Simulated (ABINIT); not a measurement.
# Sn (Fd-3m) in ABINIT: notebook

Runs on Sn. Level: PBE. Tasks: band structure.

Program: ABINIT 10.8.3 (patched build). These are calculated values, not measurements. Logs are shortened: lines on timing, memory, paths and dates and some standing lists are left out, and cuts for length are marked. The log counts tension as positive stress, the text compression.

### Step 1. Starting point

It takes space group Fd-3m (No. 227, cubic). Conventional cell: a = 6.467 Å, b = 6.467 Å, c = 6.467 Å, α = 90.00°, β = 90.00°, γ = 90.00°. Around Sn (site symmetry -43m) lie 4 Sn at 2.80 Å.

This isn't the form of Sn at room conditions, which is tetragonal (white tin).

### Step 2. Band structure, PBE

The input, run.abi:

```
# Datasets: ground state, then fixed potential
ndtset 2

# Pseudopotentials
pp_dirpath "./"
pseudos "Sn.GGA_PBE-JTH.xml"

# Structure
acell 8.64103205 8.64103205 8.64103205
rprim
     0.0000000000     0.7071067812     0.7071067812
     0.7071067812     0.0000000000     0.7071067812
     0.7071067812     0.7071067812     0.0000000000
ntypat 1
znucl 50
natom 2
typat 1 1
xred
     0.7500000000     0.7500000000     0.7500000000
     0.5000000000     0.5000000000     0.5000000000

# Plane-wave basis
ecut 22.0
pawecutdg 44.0
pawxcdev 0

# Exchange and correlation
ixc 11

# Bands and occupations
occopt 3
tsmear 0.00183747

# SCF cycle
nstep 100

# Output
iomode 3
prtwf 0
prteig 0
prtebands 0
enunit 1
prtden1 1

# Dataset 1
kptopt1 1
ngkpt1 7 7 7
nshiftk1 1
shiftk1 0.0 0.0 0.0
nband1 18
tolvrs1 1.0e-9

# Dataset 2: bands along G-X-W-K-G-L-U-W-L-K
iscf2 -2
getden2 1
nband2 24
nbdbuf2 4
tolwfr2 1.0e-11
kptopt2 -9
ndivsm2 6
prteig2 1
kptbounds2
     0.0000000000     0.0000000000     0.0000000000
     0.5000000000     0.0000000000     0.5000000000
     0.5000000000     0.2500000000     0.7500000000
     0.3750000000     0.3750000000     0.7500000000
     0.0000000000     0.0000000000     0.0000000000
     0.5000000000     0.5000000000     0.5000000000
     0.6250000000     0.2500000000     0.6250000000
     0.5000000000     0.2500000000     0.7500000000
     0.5000000000     0.5000000000     0.5000000000
     0.3750000000     0.3750000000     0.7500000000
```

Potentials or basis: JTH PAW PBE v2.0.

The run is started by

```sh
$ abinit run.abi > log 2>&1
```

run.abo:

```text
.Version 10.8.3 of ABINIT
 DATASET    1 : space group Fd -3 m (#227); Bravais cF (face-center cubic)
================================================================================
 Values of the parameters that define the memory need for DATASET  1.
     intxc =       0    ionmov =       0      iscf =      17    lmnmax =      18
     lnmax =       6     mgfft =      40  mpssoang =       3    mqgrid =    3001
     natom =       2  nloc_mem =       2    nspden =       1   nspinor =       1
    nsppol =       1      nsym =      48    n1xccc =       1    ntypat =       1
    occopt =       3   xclevel =       2
       mpw =        2259          nfft =       64000          nkpt =          20
 PAW method is used; the additional fine FFT grid is defined by:
   mgfftf=        54    nfftf =    157464
================================================================================
================================================================================

 DATASET    2 : space group Fd -3 m (#227); Bravais cF (face-center cubic)
================================================================================
 Values of the parameters that define the memory need for DATASET  2.
     intxc =       0    ionmov =       0      iscf =      -2    lmnmax =      18
     lnmax =       6     mgfft =      40  mpssoang =       3    mqgrid =    3001
     natom =       2  nloc_mem =       2    nspden =       1   nspinor =       1
    nsppol =       1      nsym =      48    n1xccc =       1    ntypat =       1
    occopt =       3   xclevel =       2
       mpw =        2265          nfft =       64000          nkpt =         103
 PAW method is used; the additional fine FFT grid is defined by:
   mgfftf=        54    nfftf =    157464
================================================================================
================================================================================

--------------------------------------------------------------------------------
------------- Echo of variables that govern the present computation ------------
--------------------------------------------------------------------------------
 -outvars: echo values of preprocessed input variables --------
            acell      8.6410320500E+00  8.6410320500E+00  8.6410320500E+00 Bohr
              amu      1.18710000E+02
             ecut      2.20000000E+01 Hartree
           enunit           1
           getden1          0
           getden2          1
             iscf1         17
             iscf2         -2
                       outvar_i_n : Printing only first  50 k-points.
              ixc          11
           jdtset        1    2
                       outvar_i_n : Printing only first  50 k-points.
           kptopt1          1
           kptopt2         -9
         kptrlatt        7    0    0      0    7    0      0    0    7
          kptrlen1     6.04872244E+01
          kptrlen2     3.00000000E+01
            natom           2
            nband1         18
            nband2         24
           nbdbuf1          0
           nbdbuf2          4
           ndtset           2
           ndivsm1          0
           ndivsm2          6
            ngfft          40      40      40
          ngfftdg          54      54      54
             nkpt1         20
             nkpt2        103
            nstep         100
             nsym          48
           ntypat           1
           occopt           3
        pawecutdg      4.40000000E+01 Hartree
         pawxcdev           0
        prtebands           0
[... 254 lines left out ...]

================================================================================
 Non-SCF case, kpt    1 (  0.00000  0.00000  0.00000), residuals and eigenvalues=
  7.08E-12  3.45E-12  9.60E-12  5.81E-12  9.61E-12  4.72E-12  5.69E-12  5.22E-12
  8.10E-12  3.16E-12  3.12E-12  7.31E-12  5.83E-12  2.64E-12  6.56E-12  1.78E-12
  3.51E-12  3.30E-12  3.85E-12  5.90E-12  5.50E-10  2.40E-12  6.62E-12  2.21E-10
 -6.3258E-01 -6.3258E-01 -6.3258E-01 -6.3043E-01 -6.3043E-01 -6.1868E-01
 -6.1868E-01 -6.1868E-01 -6.1840E-01 -6.1840E-01 -2.2730E-01  1.4408E-01
  1.6859E-01  1.6859E-01  1.6859E-01  2.4476E-01  2.4476E-01  2.4476E-01
  3.5007E-01  4.5884E-01  4.5884E-01  4.7213E-01  4.7213E-01  4.7213E-01
 Non-SCF case, kpt    2 (  0.02941  0.00000  0.02941), residuals and eigenvalues=
  2.13E-12  4.11E-12  2.97E-12  4.56E-12  7.41E-12  6.54E-12  3.90E-12  7.59E-12
  7.31E-12  3.65E-12  2.13E-12  7.85E-12  3.05E-12  4.34E-12  9.70E-13  3.28E-12
[... 799 lines left out ...]
  5.16E-12  6.00E-12  9.03E-12  6.08E-12  2.29E-12  2.55E-12  8.30E-12  3.58E-12
  8.98E-12  8.69E-13  1.10E-12  5.49E-12  6.48E-08  5.14E-07  1.03E-04  1.33E-05
 -6.3537E-01 -6.3452E-01 -6.2947E-01 -6.2572E-01 -6.2525E-01 -6.2470E-01
 -6.2369E-01 -6.2118E-01 -6.1578E-01 -6.1495E-01 -1.3207E-01 -8.9049E-02
  3.8366E-02  8.9724E-02  2.0804E-01  3.0407E-01  3.6610E-01  3.7716E-01
  4.1218E-01  4.5615E-01  5.5760E-01  5.8116E-01  6.2975E-01  6.3663E-01
 Non-SCF case, kpt  103 (  0.37500  0.37500  0.75000), residuals and eigenvalues=
  5.62E-12  5.80E-12  7.58E-12  6.11E-12  9.96E-12  7.52E-12  2.35E-12  9.08E-12
  6.71E-12  4.86E-12  2.16E-12  9.11E-12  2.62E-12  4.78E-12  7.01E-12  3.14E-12
  5.77E-12  8.44E-12  1.76E-12  7.73E-12  6.59E-08  6.31E-08  1.21E-04  8.78E-05
 -6.3535E-01 -6.3453E-01 -6.2942E-01 -6.2627E-01 -6.2497E-01 -6.2420E-01
 -6.2393E-01 -6.2122E-01 -6.1576E-01 -6.1497E-01 -1.2717E-01 -9.4233E-02
  3.9475E-02  8.6752E-02  2.0580E-01  2.8971E-01  3.7861E-01  3.8749E-01
  4.1622E-01  4.6166E-01  5.6792E-01  5.8513E-01  6.2972E-01  6.3349E-01

--- !ResultsGS
iteration_state: {dtset: 2, }
comment   : Summary of ground state results
lattice_vectors:
- [  0.0000000,   6.1101324,   6.1101324, ]
- [  6.1101324,   0.0000000,   6.1101324, ]
- [  6.1101324,   6.1101324,   0.0000000, ]
lattice_lengths: [   8.64103,    8.64103,    8.64103, ]
lattice_angles: [ 60.000,  60.000,  60.000, ] # degrees, (23, 13, 12)
lattice_volume:   4.5622791E+02
convergence: {deltae:  0.000E+00, res2:  0.000E+00, residm:  9.999E-12, diffor:  0.000E+00, }
etotal    :  -1.39425233E+02
entropy   :   0.00000000E+00
fermie    :   1.64605915E-01
cartesian_stress_tensor: null
pressure_GPa: null
xred      :
- [  7.5000E-01,   7.5000E-01,   7.5000E-01, Sn]
- [  5.0000E-01,   5.0000E-01,   5.0000E-01, Sn]
cartesian_forces: null
force_length_stats: {min: null, max: null, mean: null, }
...

 Integrated electronic density in atomic spheres:
 ------------------------------------------------
 Atom  Sphere_radius  Integrated_density
    1        2.51086         12.01996911
    2        2.51086         12.01403094

================================================================================

 ----iterations are completed or convergence reached----

 Mean square residual over all n,k,spin=   50.691E-13; max=  99.989E-13
 reduced coordinates (array xred) for    2 atoms
       0.750000000000      0.750000000000      0.750000000000
       0.500000000000      0.500000000000      0.500000000000

 cartesian coordinates (angstrom) at end:
    1      4.85001419678185     4.85001419678185     4.85001419678185
    2      3.23334279785457     3.23334279785457     3.23334279785457
 length scales=  8.641032050000  8.641032050000  8.641032050000 bohr
              =  4.572637236440  4.572637236440  4.572637236440 angstroms
 Eigenvalues (   eV  ) for nkpt= 103  k points:
 kpt#   1, nband= 24, wtk=  1.00000, kpt=  0.0000  0.0000  0.0000 (reduced coord)
 -17.21342  -17.21342  -17.21342  -17.15499  -17.15499  -16.83508  -16.83508  -16.83508
 -16.82747  -16.82747   -6.18520    3.92066    4.58762    4.58762    4.58762    6.66037
   6.66037    6.66037    9.52581   12.48565   12.48565   12.84741   12.84741   12.84741
 kpt#   2, nband= 24, wtk=  1.00000, kpt=  0.0294  0.0000  0.0294 (reduced coord)
 -17.21432  -17.21394  -17.21394  -17.15427  -17.15273  -16.84351  -16.83433  -16.83433
 -16.82815  -16.82068   -6.17385    3.68244    4.52769    4.52769    4.82097    6.62166
   6.73432    6.73432    9.59093   12.12128   12.49527   12.86983   12.86983   13.17553
 kpt#   3, nband= 24, wtk=  1.00000, kpt=  0.0588  0.0000  0.0588 (reduced coord)
 -17.21656  -17.21550  -17.21550  -17.15214  -17.14642  -16.85631  -16.83211  -16.83211
 -16.83020  -16.81280   -6.13981    3.26640    4.36950    4.36950    5.22035    6.51562
   6.93444    6.93444    9.77604   11.62447   12.52415   12.93712   12.93712   13.56377
 kpt#   4, nband= 24, wtk=  1.00000, kpt=  0.0882  0.0000  0.0882 (reduced coord)
 -17.21922  -17.21798  -17.21798  -17.14860  -17.13700  -16.87072  -16.83359  -16.82854
 -16.82854  -16.80653   -6.08314    2.82039    4.15395    4.15395    5.63125    6.36478
   7.21955    7.21955   10.05813   11.14884   12.57230   13.04942   13.04942   13.87774
 kpt#   5, nband= 24, wtk=  1.00000, kpt=  0.1176  0.0000  0.1176 (reduced coord)
[... 381 lines left out ...]
 -16.75951  -16.73740   -3.93423   -2.10570    1.20450    2.65790    5.81093    8.62612
   9.46112    9.51537   11.43063   12.42488   13.88866   15.69441   16.61913   17.75930
 kpt# 101, nband= 24, wtk=  1.00000, kpt=  0.4000  0.4000  0.7000 (reduced coord)
 -17.28872  -17.26528  -17.13203  -17.02561  -17.02008  -17.00333  -16.96093  -16.90071
 -16.75744  -16.73471   -3.76460   -2.25439    1.08433    2.54167    5.73503    8.62277
   9.54092    9.90611   11.28916   12.37861   14.54404   15.80324   16.91545   17.52130
 kpt# 102, nband= 24, wtk=  1.00000, kpt=  0.3875  0.3875  0.7250 (reduced coord)
 -17.28937  -17.26618  -17.12873  -17.02676  -17.01404  -16.99884  -16.97144  -16.90322
 -16.75612  -16.73362   -3.59386   -2.42315    1.04398    2.44152    5.66098    8.27419
   9.96210   10.26304   11.21587   12.41251   15.17300   15.81430   17.13632   17.32369
 kpt# 103, nband= 24, wtk=  1.00000, kpt=  0.3750  0.3750  0.7500 (reduced coord)
 -17.28865  -17.26647  -17.12739  -17.04169  -17.00639  -16.98530  -16.97806  -16.90434
 -16.75562  -16.73407   -3.46051   -2.56422    1.07417    2.36066    5.60014    7.88350
  10.30257   10.54423   11.32598   12.56240   15.45394   15.92214   17.13548   17.23814

== END DATASET(S) ==============================================================
================================================================================

 -outvars: echo values of variables after computation  --------
            acell      8.6410320500E+00  8.6410320500E+00  8.6410320500E+00 Bohr
           etotal1    -1.3942523322E+02
            fcart1    -8.8137050555E-29 -4.4068525277E-28  8.8137050555E-29
                       8.8137050555E-29  4.4068525277E-28 -8.8137050555E-29
            rprim      0.0000000000E+00  7.0710678120E-01  7.0710678120E-01
                       7.0710678120E-01  0.0000000000E+00  7.0710678120E-01
                       7.0710678120E-01  7.0710678120E-01  0.0000000000E+00
           strten1    -1.3061579828E-04 -1.3061579828E-04 -1.3061579828E-04
                       0.0000000000E+00  0.0000000000E+00  0.0000000000E+00
           xangst      4.8500141968E+00  4.8500141968E+00  4.8500141968E+00
                       3.2333427979E+00  3.2333427979E+00  3.2333427979E+00
             xred      7.5000000000E-01  7.5000000000E-01  7.5000000000E-01
                       5.0000000000E-01  5.0000000000E-01  5.0000000000E-01
 Calculation completed.
```

Run time: 2.1 min. Hardware: 1 thread of Arm Neoverse V1, shared host; peak memory 0.2 GiB.

What came out:

```yaml
Free_energy: -3793.9539 eV
Pressure: 3.8 GPa
Band_gap_on_the_k_mesh: none (metal or under the smearing width)
Valence_electrons_inside_the_program's_atomic_spheres: Sn 12.02, 12.01 (radii [1.3287] Å)
```

Levels at the corners of the path, in eV from the Fermi level:
| point | band 10 | band 11 | band 12 | band 13 | band 14 | band 15 | band 16 | band 17 | band 18 | band 19 |
| --- | --- | --- | --- | --- | --- | --- | --- | --- | --- | --- |
| Γ | -21.31 | -10.66 | -0.56 | 0.11 | 0.11 | 0.11 | 2.18 | 2.18 | 2.18 | 5.05 |
| X | -21.24 | -7.53 | -7.53 | -2.48 | -2.48 | 0.84 | 0.84 | 7.81 | 7.81 | 9.41 |
| W | -21.22 | -7.47 | -7.47 | -3.07 | -3.07 | 3.47 | 3.47 | 4.07 | 4.07 | 9.16 |
| K | -21.21 | -7.94 | -7.04 | -3.40 | -2.12 | 1.12 | 3.40 | 5.82 | 6.07 | 6.85 |
| Γ | -21.31 | -10.66 | -0.56 | 0.11 | 0.11 | 0.11 | 2.18 | 2.18 | 2.18 | 5.05 |
| L | -21.26 | -9.02 | -6.32 | -1.12 | -1.12 | 0.03 | 3.26 | 3.26 | 5.66 | 8.59 |
| U | -21.21 | -7.94 | -7.04 | -3.40 | -2.12 | 1.12 | 3.40 | 5.82 | 6.07 | 6.85 |
| W | -21.22 | -7.47 | -7.47 | -3.07 | -3.07 | 3.47 | 3.47 | 4.07 | 4.07 | 9.16 |
| L | -21.26 | -9.02 | -6.32 | -1.12 | -1.12 | 0.03 | 3.26 | 3.26 | 5.66 | 8.59 |
| K | -21.21 | -7.94 | -7.04 | -3.40 | -2.12 | 1.12 | 3.40 | 5.82 | 6.07 | 6.85 |

Caveat: spin-orbit coupling is left out, which moves the levels of the heavy elements.

### Step 3. Band structure, PBE, spin-orbit coupling, no magnetisation

run.abi, as its differences from that of step 2:

```diff
@@ -33,2 +33,7 @@
 
+# Spin
+nspinor 2
+nspden 1
+pawspnorb 1
+
 # SCF cycle
@@ -45,3 +50,3 @@
 # Dataset 1
-kptopt1 1
+kptopt1 4
 ngkpt1 7 7 7
@@ -49,3 +54,3 @@
 shiftk1 0.0 0.0 0.0
-nband1 18
+nband1 36
 tolvrs1 1.0e-9
@@ -55,4 +60,4 @@
 getden2 1
-nband2 24
-nbdbuf2 4
+nband2 48
+nbdbuf2 8
 tolwfr2 1.0e-11
```

Potentials or basis: JTH PAW PBE v2.0.

The run is started by

```sh
$ abinit run.abi > log 2>&1
```

Run time: 9.8 min. Hardware: 1 thread of Arm Neoverse V1, shared host; peak memory 0.44 GiB.

It converged, with:

| Item | Value |
| --- | --- |
| Free energy | -3794.0815 eV |
| Pressure | 3.9 GPa |
| Band gap on the k mesh | none (metal or under the smearing width) |
| Valence electrons inside the program's atomic spheres | Sn 12.02 (radii [1.3287] Å) |

Levels at the corners of the path, in eV from the Fermi level:
```tsv
point	band 25	band 26	band 27	band 28	band 29	band 30	band 31	band 32
Γ	-0.36	-0.36	0.30	0.30	0.30	0.30	1.84	1.84
X	-2.52	-2.52	-2.52	-2.52	0.82	0.82	0.82	0.82
W	-3.19	-3.19	-3.02	-3.02	3.27	3.27	3.58	3.58
K	-3.44	-3.44	-2.15	-2.15	1.09	1.09	3.37	3.37
Γ	-0.36	-0.36	0.30	0.30	0.30	0.30	1.84	1.84
L	-1.36	-1.36	-0.94	-0.94	0.00	0.00	3.13	3.13
U	-3.44	-3.44	-2.15	-2.15	1.09	1.09	3.37	3.37
W	-3.19	-3.19	-3.02	-3.02	3.27	3.27	3.58	3.58
L	-1.36	-1.36	-0.94	-0.94	0.00	0.00	3.13	3.13
K	-3.44	-3.44	-2.15	-2.15	1.09	1.09	3.37	3.37
```
